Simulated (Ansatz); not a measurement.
**Clamped-ion strain scan in SnO2**

The calculation used DFT PBE+D3(BJ), scalar-relativistic, plane waves, PAW (Ansatz). Cutoff 420 eV, Γ-centred 12×12×4 k-points, Gaussian smearing of 0.05 eV. No spin polarisation. Energies are free energies at this smearing, counted from the undisturbed cell; pressure is positive in compression.

Reference structure (relaxed at this level; this form isn't the usual structure):

```yaml
crystal:
  lattice:
    - [3.21157, 0.00000, 0.00000]
    - [-1.60579, 2.78130, 0.00000]
    - [0.00000, 0.00000, 10.34276]
  atoms:
    - { symbol: Sn, position: [0.00000, 0.00000, 0.50000] }
    - { symbol: Sn, position: [0.00000, 0.00000, 0.00000] }
    - { symbol: O, position: [0.66667, 0.33333, 0.40187] }
    - { symbol: O, position: [0.66667, 0.33333, 0.09813] }
    - { symbol: O, position: [0.33333, 0.66667, 0.59813] }
    - { symbol: O, position: [0.33333, 0.66667, 0.90187] }
```

The cell is strained by ε times the Voigt pattern (0, 0, 0, 0, 0, 1) (xx, yy, zz, yz, xz, xy; engineering shear) with fractional coordinates fixed.

```
      ε  ΔE (meV/atom) stress summed along the pattern (GPa, tension positive) pressure (GPa) gap on the mesh (eV)
-0.1500           99.9                                                   -13.80             3.1                  2.04
-0.0750           24.6                                                    -6.83             0.8                  2.05
 0.0000            0.0                                                     0.00             0.0                  2.08
 0.0375            6.2                                                     3.41             0.2                  2.07
 0.1125           55.8                                                    10.29             1.7                  2.04
 0.1312           76.1                                                    12.04             2.4                  2.04
```

By symmetry 0.1500 repeats -0.1500, -0.1125 repeats 0.1125, 0.0750 repeats -0.0750, -0.0375 repeats 0.0375 in energy, with the opposite slope along the path.

Cost: 6 runs of about 2.9 core-minutes in all, on Arm Neoverse V1 (shared hosts).